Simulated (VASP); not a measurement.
A run of VASP 6.6.1:

File INCAR:

```
ALGO = Normal
EDIFF = 1E-6
ENCUT = 520
ISIF = 2
ISMEAR = -1
LASPH = T
LCHARG = F
LREAL = F
LWAVE = F
NBANDS = 13
NELM = 60
PREC = Accurate
SIGMA = 0.1
```

The input KPOINTS:

```
k-points
0
Gamma
  13 13 13
```

Contents of POSCAR:

```
Ge
1.0
    2.7154165203      0.0000000000      0.0000000000
    0.0000000000      2.7154165203      0.0000000000
    0.0000000000      0.0000000000      2.7154165203
Ge
1
Direct
    0.0000000000      0.0000000000      0.0000000000
```

Potentials or basis: VASP PAW LDA potentials, release 64 (Ge_d).

Command:

```sh
$ cat potpaw_LDA.64/Ge_d/POTCAR > POTCAR
$ mpirun -np 1 vasp_std > vasp.out
```

Hardware: 1 thread of Intel(R) Xeon(R) Platinum 8488C (Sapphire Rapids), with other jobs on the host.

Problem. How long does it take, and how much memory?

Solution. It took 6.9 s on 1 thread of Intel(R) Xeon(R) Platinum 8488C (Sapphire Rapids) (shared host), peak memory 0.13 GiB. Counts: scf iterations 10, k points 84.
